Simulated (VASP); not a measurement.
Ti2C:

```
Ti C
1.0
     1.54070    0.88952    4.81377
    -1.54070    0.88952    4.81377
     0.00000   -1.77905    4.81377
Ti C
2 1
Direct
  0.75450 0.75450 0.75450
  0.24550 0.24550 0.24550
  0.50000 0.50000 0.50000
```

The cell comes from a database or a generator and needn't be the stable form of this composition.

* Program: VASP 6.6.1
* Task: relaxation of cell and atoms
* Functional: PBEsol
* Potentials or basis: VASP PAW PBE potentials, release 64 (Ti_sv, C)
* Cutoff: 600 eV
* k mesh: 10 × 10 × 10
* Occupations: fermi-dirac, width 0.05 eV
* Spin: no spin polarisation
* Hubbard terms: Ti d U = 5 eV

At the start: pressure 7.3 GPa; volume 13.19 Å³/atom.

Q: How do energy, volume and symmetry change on relaxing?

A: Over 7 steps the energy falls by 11.1 meV/atom and the volume is 13.66 Å³/atom (+3.5 %); space group R-3m (No. 166, to 0.05 Å).

The path:
```
step  energy change (eV)  largest force (eV/Å)  pressure (GPa)  volume (Å³)
   1              0.0000                0.5120            7.34        39.58
   2              0.0548                0.8469           -9.93        43.15
   3             -0.0332                0.0660            0.00        40.89
   4             -0.0332                0.0549            0.12        40.86
   5             -0.0334                0.0176            0.07        40.92
   6             -0.0334                0.0015            0.05        40.95
   7             -0.0334                0.0050           -0.09        40.98
```

Final structure:
```cif
data_structure
_symmetry_space_group_name_H-M 'P 1'
_symmetry_Int_Tables_number 1
_cell_length_a 5.1912
_cell_length_b 5.1912
_cell_length_c 5.1912
_cell_angle_alpha 34.947
_cell_angle_beta 34.947
_cell_angle_gamma 34.947
_cell_volume 40.98
loop_
_atom_site_label
_atom_site_type_symbol
_atom_site_fract_x
_atom_site_fract_y
_atom_site_fract_z
_atom_site_occupancy
Ti1 Ti 0.75410 0.75410 0.75410 1
Ti2 Ti 0.24590 0.24590 0.24590 1
C1 C 0.50000 0.50000 0.50000 1
```

Caveat: the PAW data sets were made with another functional, which shifts forces and pressure a little; U without spin polarisation on a metal has little footing; the U is typed as a test and isn't derived for this compound.
